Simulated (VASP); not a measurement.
# MgAl2C2 (P-3m1): formation energy of the defect C_i (12-fold void), part 2 of 3

Wanted: what the defect C_i (12-fold void) costs in MgAl2C2 (P-3m1) and how the lattice relaxes round it. The start is a computed cell from the Materials Project.

VASP 6.6.1, plane waves and PAW; the level of theory is named at each step.

So far. Step 5 (Reference C): The run ended after 3 ionic steps, 0.007 eV below its first step, once forces and stress met EDIFFG = -0.02. Step 5 (Reference C): Energy at zero smearing: -19.26447 eV.

## (7) Going on with the relaxation

The relaxation goes on from where it stopped.

The input, INCAR:

```
SYSTEM = Mg18Al36C37
PREC = Normal
ENCUT = 400
EDIFF = 1E-05
NELM = 120
ISMEAR = 0
SIGMA = 0.05
LREAL = Auto
ALGO = Fast
GGA = PS
LORBIT = 11
LWAVE = True
LCHARG = .TRUE.
IBRION = 1
NSW = 50
ISIF = 2
EDIFFG = -0.03
POTIM = 0.3
MAXMIX = 40
ISYM = 0
```

The input, POSCAR:

```
Mg18Al36C37
1.0
   10.1295331515      0.0000000000      0.0000000000
   -5.0647665759      8.7724329060      0.0000000000
    0.0000000000      0.0000000000     11.5386279424
Mg Al C
18 36 37
Direct
    0.0067868614      0.0037594257      0.0009923898
    0.0008465906      0.9993497594      0.5029057600
[... 2 atom lines left out ...]
    0.9976337385      0.6602931744      0.0025410727
    0.0083446558      0.6698819693      0.5026378739
[... 2 atom lines left out ...]
    0.3316595430      0.3330523152      0.0024009591
    0.3207836655      0.3232194129      0.5007416028
    0.3316926858      0.6624245900      0.0005923194
    0.3373695301      0.6670675984      0.5028453791
    0.6582154320      0.9988585789      0.0030404778
    0.6765489511      0.9903001541      0.5024635497
    0.6668205879      0.3364219027      0.0065032948
    0.6755785046      0.3343165779      0.5020265797
    0.6676261454      0.6670838342      0.9886344928
    0.6643723265      0.6538949860      0.4995756088
[... 4 atom lines left out ...]
    0.2084338753      0.4352757018      0.1733121222
[... 4 atom lines left out ...]
    0.1131516953      0.8920167591      0.3291072024
[... 3 atom lines left out ...]
    0.4476118414      0.2341783286      0.3250540278
[... 2 atom lines left out ...]
    0.5649788697      0.4629189828      0.1737460689
    0.4332332261      0.5468193994      0.3261235974
[... 2 atom lines left out ...]
    0.5228582131      0.7654979626      0.1874776958
    0.4388817447      0.8955000181      0.3336885380
[... 2 atom lines left out ...]
    0.8854122963      0.1119958537      0.1708948759
[... 3 atom lines left out ...]
    0.8950261075      0.4398606947      0.1785748105
    0.7827177615      0.5521370238      0.3240696858
[... 2 atom lines left out ...]
    0.9025920763      0.7709262096      0.1743034617
    0.7603750100      0.8678147987      0.3325548632
[... 7 atom lines left out ...]
    0.2144506653      0.4356043867      0.3689478703
[... 2 atom lines left out ...]
    0.1214735497      0.8963192909      0.1378172188
[... 3 atom lines left out ...]
    0.4493465416      0.2366199093      0.1349613404
[... 3 atom lines left out ...]
    0.4280208704      0.5489874587      0.1388958428
    0.5605500951      0.4535494915      0.3658403701
    0.4423027944      0.5514610332      0.6329421696
    0.5546570333      0.4434553614      0.8654755012
    0.4434155377      0.8969386349      0.1350572407
    0.5372722794      0.7720402377      0.3723446574
[... 1 atom line left out ...]
    0.5557232136      0.7736651746      0.8632161669
[... 1 atom line left out ...]
    0.8770042407      0.0936819390      0.3563788366
[... 2 atom lines left out ...]
    0.7871692507      0.5486014830      0.1339934916
    0.8904622486      0.4389367763      0.3700017154
    0.7778762255      0.5535567501      0.6355751171
[... 1 atom line left out ...]
    0.8055089245      0.9104809040      0.0914339145
    0.8909739970      0.7754875325      0.3617759361
    0.7806548256      0.8889065904      0.6342466807
    0.8895928047      0.7747727460      0.8641628648
    0.7236397647      0.7937012272      0.1703860405
```

The input, KPOINTS:

```
Automatic mesh
0
Gamma
2 2 1
0 0 0
```

Potentials, in the order of the species: Mg, Al and C (PBE family, release 64).

On the command line:

```sh
export OMP_NUM_THREADS=8
mpirun -np 1 vasp_std
```

Wall time 11 min (1 × NVIDIA H100 80GB HBM3, 81559 MiB with 1 MPI rank of AMD EPYC 7R13 (Zen 3), shared host); peak memory 2 GiB.

The relaxation used up its NSW steps before the forces met EDIFFG.

## (8) The defect cell, charge -1, spin collinear

This step: PBEsol, spin-polarised, with small moments to start from; plane waves and PAW (Mg, Al, C) (VASP 6.6.1).

This cell carries charge -1, set by NELECT and balanced by a uniform background.

The input, INCAR:

```
SYSTEM = Mg18Al36C37
PREC = Normal
ENCUT = 400
EDIFF = 1E-05
NELM = 120
ISMEAR = 0
SIGMA = 0.05
LREAL = Auto
ALGO = Fast
GGA = PS
NELECT = 293
ISPIN = 2
MAGMOM = 0 0 0 0 0 0 0 0 0 0 0 0 0 0 0 0 0 0 0 0 0 0 0 0 0 0 0 0 0 0 0 0 0 0 0.6 0 0 0 0 0 0 0 0 0 0 0 0 0.6 0 0 0.6 0 0 0 0 0 0 0 0 0 0 0 0 0 0 0 0 0 0 0 0 0 0 0 0 0 0 0 0 0 0 0 0 0 0 0 0 0 0 0 0.6
LORBIT = 11
LWAVE = True
LCHARG = .FALSE.
IBRION = 2
NSW = 50
ISIF = 2
EDIFFG = -0.03
POTIM = 0.4
MAXMIX = 40
ISYM = 0
```

The input, POSCAR:

```
Mg18Al36C37
1.0
   10.1295331515      0.0000000000      0.0000000000
   -5.0647665759      8.7724329060      0.0000000000
    0.0000000000      0.0000000000     11.5386279424
Mg Al C
18 36 37
Direct
    0.0000000000      0.0000000000      0.0000000000
    0.0000000000      0.0000000000      0.5000000000
[... 2 atom lines left out ...]
    0.0000000000      0.6666666700      0.0000000000
    0.0000000000      0.6666666700      0.5000000000
[... 2 atom lines left out ...]
    0.3333333300      0.3333333300      0.0000000000
    0.3333333300      0.3333333300      0.5000000000
    0.3333333300      0.6666666700      0.0000000000
    0.3333333300      0.6666666700      0.5000000000
    0.6666666700      0.0000000000      0.0000000000
    0.6666666700      0.0000000000      0.5000000000
    0.6666666700      0.3333333300      0.0000000000
    0.6666666700      0.3333333300      0.5000000000
    0.6699165900      0.6654845300      0.0022218900
    0.6680505200      0.6643833100      0.5004244300
[... 4 atom lines left out ...]
    0.2222222200      0.4444444400      0.1751338600
[... 4 atom lines left out ...]
    0.1111111100      0.8888888900      0.3248661400
[... 3 atom lines left out ...]
    0.4444444400      0.2222222200      0.3248661400
[... 2 atom lines left out ...]
    0.5510990600      0.4439826200      0.1731331500
    0.4406727300      0.5564394100      0.3233879300
[... 2 atom lines left out ...]
    0.5540235600      0.7777383400      0.1712719400
    0.4444444400      0.8888888900      0.3248661400
[... 2 atom lines left out ...]
    0.8888888900      0.1111111100      0.1751338600
[... 3 atom lines left out ...]
    0.8888888900      0.4444444400      0.1751338600
    0.7767968300      0.5536363700      0.3226103700
[... 2 atom lines left out ...]
    0.8904513100      0.7837989100      0.1756518200
    0.7810108200      0.8976176800      0.3240225300
[... 7 atom lines left out ...]
    0.2222222200      0.4444444400      0.3652076800
[... 2 atom lines left out ...]
    0.1111111100      0.8888888900      0.1347923200
[... 3 atom lines left out ...]
    0.4444444400      0.2222222200      0.1347923200
[... 3 atom lines left out ...]
    0.4396111100      0.5519887000      0.1354901900
    0.5588790900      0.4489669900      0.3651715000
    0.4444444400      0.5555555600      0.6347923200
    0.5555555600      0.4444444400      0.8652076800
    0.4444444400      0.8888888900      0.1347923200
    0.5535820600      0.7769701700      0.3699304500
[... 1 atom line left out ...]
    0.5555555600      0.7777777800      0.8652076800
[... 1 atom line left out ...]
    0.8888888900      0.1111111100      0.3652076800
[... 2 atom lines left out ...]
    0.7867260100      0.5552910500      0.1295490800
    0.8888888900      0.4444444400      0.3652076800
    0.7777777800      0.5555555600      0.6347923200
[... 1 atom line left out ...]
    0.7745062000      0.8895793800      0.1346913500
    0.8904710500      0.7746259700      0.3672999100
    0.7777777800      0.8888888900      0.6347923200
    0.8888888900      0.7777777800      0.8652076800
    0.6766091300      0.6702278500      0.2479683300
```

KPOINTS is that of step 7.

Run time: 28 min. Hardware: 1 × NVIDIA H100 80GB HBM3, 81559 MiB with 1 MPI rank; peak memory 2.4 GiB.

The steps of the relaxation (22 of 50):

```csv
step,energy less that of the first step (eV),largest force (eV/Å)
1,0.0000,2.2197
3,-0.8231,0.8625
6,-1.1254,0.2538
8,-1.2043,0.2836
10,-1.2560,0.4250
13,-1.3439,0.1924
15,-1.3738,0.1662
17,-1.3912,0.2239
20,-1.4193,0.5330
22,-1.5735,1.2585
24,-1.6313,1.2772
27,-1.6609,1.0503
29,-1.6625,0.9147
31,-1.6783,0.8138
34,-1.8025,0.6338
36,-1.8920,0.6953
38,-2.0189,0.6293
41,-2.1881,0.9607
43,-2.3668,1.2392
45,-2.3933,1.7930
48,-2.3649,3.0761
50,-2.8863,1.6602
```

The atoms that moved most (Å):

```csv
atom,dx,dy,dz,length
C91,-0.057,1.174,-0.731,1.384
C87,0.041,0.129,-0.664,0.678
Al52,0.066,-0.274,0.245,0.373
C88,0.098,0.006,0.289,0.305
Al51,0.155,-0.071,-0.131,0.215
Mg18,-0.066,-0.064,0.173,0.195
Mg17,-0.077,0.028,-0.157,0.177
C76,-0.052,-0.031,0.160,0.171
```

The run used up its steps with a largest force of 1.66 eV/Å at its last finished step, so it is continued.

## (9) Going on with the relaxation

This cell carries charge -1, set by NELECT and balanced by a uniform background.

INCAR, as its differences from that of step 8:

```diff
@@ -16,3 +16,3 @@
 LCHARG = .FALSE.
-IBRION = 2
+IBRION = 1
 NSW = 50
@@ -20,3 +20,3 @@
 EDIFFG = -0.03
-POTIM = 0.4
+POTIM = 0.3
 MAXMIX = 40
```

The input, POSCAR:

```
Mg18Al36C37
1.0
   10.1295331515      0.0000000000      0.0000000000
   -5.0647665759      8.7724329060      0.0000000000
    0.0000000000      0.0000000000     11.5386279424
Mg Al C
18 36 37
Direct
    0.0018675134      0.0042495021      0.9972132664
    0.0105786943      0.0005369133      0.5070945704
[... 2 atom lines left out ...]
    0.9944125452      0.6532548881      0.9975998678
    0.9980108164      0.6663358599      0.5008494378
[... 2 atom lines left out ...]
    0.3327005924      0.3344791620      0.0023939970
    0.3363985456      0.3362630333      0.4967459116
    0.3260621462      0.6545949200      0.9982060612
    0.3363218930      0.6589598823      0.4976926036
    0.6679038848      0.0019315975      0.9979492500
    0.6585230258      0.9974076252      0.5030239557
    0.6668718931      0.3386390540      0.0051847059
    0.6662106198      0.3360302945      0.4976612301
    0.6639346276      0.6686774868      0.9885740995
    0.6579404152      0.6571414119      0.5153844479
[... 4 atom lines left out ...]
    0.2156009085      0.4381075385      0.1758534005
[... 4 atom lines left out ...]
    0.1104053474      0.8880939839      0.3297727195
[... 3 atom lines left out ...]
    0.4463202066      0.2267145598      0.3256069790
[... 2 atom lines left out ...]
    0.5593857915      0.4549497985      0.1732109862
    0.4437026636      0.5590319439      0.3239384263
[... 2 atom lines left out ...]
    0.5401843315      0.7736223191      0.1684840098
    0.4444420015      0.8870505692      0.3302092974
[... 2 atom lines left out ...]
    0.8861340667      0.1068071744      0.1734693762
[... 3 atom lines left out ...]
    0.8877709915      0.4399127335      0.1789720617
    0.7827762783      0.5656766331      0.3243427075
[... 2 atom lines left out ...]
    0.9017085172      0.7757371841      0.1643084130
    0.7719238565      0.8664012748      0.3452378083
[... 7 atom lines left out ...]
    0.2197887517      0.4405770538      0.3643943254
[... 2 atom lines left out ...]
    0.1172707058      0.8918397212      0.1362516997
[... 3 atom lines left out ...]
    0.4477727263      0.2296740798      0.1396353400
[... 3 atom lines left out ...]
    0.4329435698      0.5508455626      0.1291950064
    0.5580252550      0.4514485165      0.3650620379
    0.4443746972      0.5517093594      0.6365253698
    0.5542339155      0.4418299970      0.8656347984
    0.4432844819      0.8924077242      0.1372977991
    0.5467136492      0.7734774695      0.3838323853
[... 1 atom line left out ...]
    0.5537477649      0.7736527582      0.8601448526
[... 1 atom line left out ...]
    0.8824223307      0.0992729937      0.3601554063
[... 2 atom lines left out ...]
    0.7834338977      0.5527745986      0.1343677941
    0.8870558576      0.4415550438      0.3650883008
    0.7739797217      0.5525539782      0.6370860818
[... 1 atom line left out ...]
    0.7859252344      0.9043101802      0.0771073700
    0.9004252784      0.7752624910      0.3923090377
    0.7788317169      0.8890410050      0.6387203604
    0.8895974101      0.7745656974      0.8608206887
    0.7378484961      0.8040522041      0.1845780220
```

KPOINTS is that of step 8.

It took 23 min on 1 × NVIDIA H100 80GB HBM3, 81559 MiB with 1 MPI rank; peak memory 2.4 GiB.

The relaxation used up its NSW steps before the forces met EDIFFG.

## (10) The defect cell, charge 1, spin collinear

This cell carries charge +1, set by NELECT and balanced by a uniform background.

INCAR, as its differences from that of step 9:

```diff
@@ -10,3 +10,3 @@
 GGA = PS
-NELECT = 293
+NELECT = 291
 ISPIN = 2
@@ -16,3 +16,3 @@
 LCHARG = .FALSE.
-IBRION = 1
+IBRION = 2
 NSW = 50
@@ -20,3 +20,3 @@
 EDIFFG = -0.03
-POTIM = 0.3
+POTIM = 0.4
 MAXMIX = 40
```

The input, POSCAR:

```
Mg18Al36C37
1.0
   10.1295331515      0.0000000000      0.0000000000
   -5.0647665759      8.7724329060      0.0000000000
    0.0000000000      0.0000000000     11.5386279424
Mg Al C
18 36 37
Direct
    0.0000000000      0.0000000000      0.0000000000
    0.0000000000      0.0000000000      0.5000000000
[... 2 atom lines left out ...]
    0.0000000000      0.6666666700      0.0000000000
    0.0000000000      0.6666666700      0.5000000000
[... 2 atom lines left out ...]
    0.3333333300      0.3333333300      0.0000000000
    0.3333333300      0.3333333300      0.5000000000
    0.3333333300      0.6666666700      0.0000000000
    0.3333333300      0.6666666700      0.5000000000
    0.6666666700      0.0000000000      0.0000000000
    0.6666666700      0.0000000000      0.5000000000
    0.6666666700      0.3333333300      0.0000000000
    0.6666666700      0.3333333300      0.5000000000
    0.6699165900      0.6654845300      0.0022218900
    0.6680505200      0.6643833100      0.5004244300
[... 4 atom lines left out ...]
    0.2222222200      0.4444444400      0.1751338600
[... 4 atom lines left out ...]
    0.1111111100      0.8888888900      0.3248661400
[... 3 atom lines left out ...]
    0.4444444400      0.2222222200      0.3248661400
[... 2 atom lines left out ...]
    0.5510990600      0.4439826200      0.1731331500
    0.4406727300      0.5564394100      0.3233879300
[... 2 atom lines left out ...]
    0.5540235600      0.7777383400      0.1712719400
    0.4444444400      0.8888888900      0.3248661400
[... 2 atom lines left out ...]
    0.8888888900      0.1111111100      0.1751338600
[... 3 atom lines left out ...]
    0.8888888900      0.4444444400      0.1751338600
    0.7767968300      0.5536363700      0.3226103700
[... 2 atom lines left out ...]
    0.8904513100      0.7837989100      0.1756518200
    0.7810108200      0.8976176800      0.3240225300
[... 7 atom lines left out ...]
    0.2222222200      0.4444444400      0.3652076800
[... 2 atom lines left out ...]
    0.1111111100      0.8888888900      0.1347923200
[... 3 atom lines left out ...]
    0.4444444400      0.2222222200      0.1347923200
[... 3 atom lines left out ...]
    0.4396111100      0.5519887000      0.1354901900
    0.5588790900      0.4489669900      0.3651715000
    0.4444444400      0.5555555600      0.6347923200
    0.5555555600      0.4444444400      0.8652076800
    0.4444444400      0.8888888900      0.1347923200
    0.5535820600      0.7769701700      0.3699304500
[... 1 atom line left out ...]
    0.5555555600      0.7777777800      0.8652076800
[... 1 atom line left out ...]
    0.8888888900      0.1111111100      0.3652076800
[... 2 atom lines left out ...]
    0.7867260100      0.5552910500      0.1295490800
    0.8888888900      0.4444444400      0.3652076800
    0.7777777800      0.5555555600      0.6347923200
[... 1 atom line left out ...]
    0.7745062000      0.8895793800      0.1346913500
    0.8904710500      0.7746259700      0.3672999100
    0.7777777800      0.8888888900      0.6347923200
    0.8888888900      0.7777777800      0.8652076800
    0.6766091300      0.6702278500      0.2479683300
```

KPOINTS is that of step 9.

It took 21 min on 1 × NVIDIA H100 80GB HBM3, 81559 MiB with 1 MPI rank; peak memory 2.4 GiB.

The steps of the relaxation (22 of 50):

```csv
step,energy less that of the first step (eV),largest force (eV/Å)
1,0.0000,1.4463
3,-0.3445,0.6243
6,-0.4868,0.2777
8,-0.5440,0.2615
10,-0.5779,0.3261
13,-0.6454,0.6808
15,-0.6597,0.7934
17,-0.6960,0.8592
20,-0.8783,1.1127
22,-1.0526,0.9338
24,-1.2296,1.5030
27,-1.5063,0.8305
29,-1.6302,0.6182
31,-1.7022,0.4133
34,-1.7855,0.2000
36,-1.8098,0.1429
38,-1.8279,0.1188
41,-1.8451,0.1626
43,-1.8547,0.2310
45,-1.8621,0.1422
48,-1.8710,0.0815
50,-1.8752,0.0995
```

The atoms that moved most (Å):

```csv
atom,dx,dy,dz,length
C91,0.483,0.783,0.069,0.922
Al51,0.212,-0.179,-0.534,0.601
Al52,-0.193,0.059,0.452,0.495
Mg5,0.232,-0.217,-0.131,0.344
Mg14,-0.276,0.093,0.118,0.314
C87,0.188,-0.110,0.196,0.293
C88,-0.174,0.128,-0.055,0.223
Mg17,-0.155,-0.085,-0.110,0.208
```

The run used up its steps with a largest force of 0.10 eV/Å at its last finished step, so it is continued.

(Continued in part 3 of 3.)

[Lines on the potential files, build, host, timing and source positions are cut from VASP's logs without a mark.]

[Logs are printed without paths, hosts, clocks, repeated set-up lines and the standing remarks that a program may print on its own settings, such as how far it seeks lower states.]

[Hosts, paths, dates, database ids (printed as entryN), source tags and the programs' standing remarks are cut or masked in the printed files.]

[In band tables of VASP the shares of atoms and orbitals are scaled to a sum of 1 inside the atoms' spheres.]

[Runs that stopped without an error message from VASP are left out.]
